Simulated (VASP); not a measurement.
**Mg3H2: relaxation of cell and atoms with PBE**

Crystal: Mg3H2.

```
CELL_PARAMETERS angstrom
4.35252 0.00000 0.00000
0.00000 4.35252 0.00000
0.00000 0.00000 4.35252
ATOMIC_POSITIONS crystal
Mg 0.50000 0.00000 0.00000
Mg 0.00000 0.50000 0.00000
Mg 0.00000 0.00000 0.50000
H 0.50000 0.50000 0.50000
H 0.00000 0.00000 0.00000
```

The cell was built by a generator and needn't be a form met in nature.

The cell isn't the ideal one: species swapped into the Tl2F3 type (Pm-3m, No. 221).

```yaml
Program: VASP 6.6.1
Task: relaxation of cell and atoms
Functional: PBE
Potentials_or_basis: VASP PAW PBE potentials, release 64 (Mg, H)
Cutoff: 600 eV
k_mesh: 10 × 10 × 10
Occupations: gaussian, width 0.1 eV
Spin: no spin polarisation
Dipole_correction: no
Further_INCAR_settings: ALGO = Normal; EDIFF = 1e-06; IBRION = 2; EDIFFG = -0.01; NSW = 100; ISIF = 3
```

| Property | Result |
| --- | --- |
| Relaxed volume | 16.25 Å³/atom |
| Relaxed cell | a = 4.331 Å, b = 4.331 Å, c = 4.331 Å, α = 90.00°, β = 90.00°, γ = 90.00° |
| Space group after relaxing (to 0.05 Å) | Pm-3m (No. 221) |
| Energy gained by relaxing | 0.4 meV/atom |
| Ionic steps | 3 |
| Pressure after relaxing | 0.0 GPa |

Step by step:
```tsv
step	energy change (eV)	largest force (eV/Å)	pressure (GPa)	volume (Å³)
1	0.0000	0.0000	-0.48	82.46
2	-0.0013	0.0000	-0.25	81.87
3	-0.0018	0.0000	0.01	81.24
```

Final structure:
```
CELL_PARAMETERS angstrom
4.33101 0.00000 0.00000
0.00000 4.33101 0.00000
0.00000 0.00000 4.33101
ATOMIC_POSITIONS crystal
Mg 0.50000 0.00000 0.00000
Mg 0.00000 0.50000 0.00000
Mg 0.00000 0.00000 0.50000
H 0.50000 0.50000 0.50000
H 0.00000 0.00000 0.00000
```

Levels at points of the mesh, in eV from the Fermi level:
```csv
k point,band 2,band 3,band 4,band 5,band 6,band 7
"(0.00, 0.00, 0.00)",-3.43,0.39,0.39,0.39,1.89,1.89
"(0.50, 0.00, 0.00)",-5.07,-0.30,0.57,1.57,1.57,3.04
"(0.50, 0.50, 0.00)",-3.61,-2.75,-2.75,2.59,2.64,2.68
"(0.50, 0.50, 0.50)",-2.65,-1.12,-1.12,-1.12,-0.49,-0.49
```

Wall time 81 s on 1 thread of Intel(R) Xeon(R) Platinum 8175M CPU @ 2.50GHz (Skylake/Cascade Lake), on a shared host, peak memory 0.24 GiB.

Caveat: the bands computed are all filled at some k points, so no gap is given.
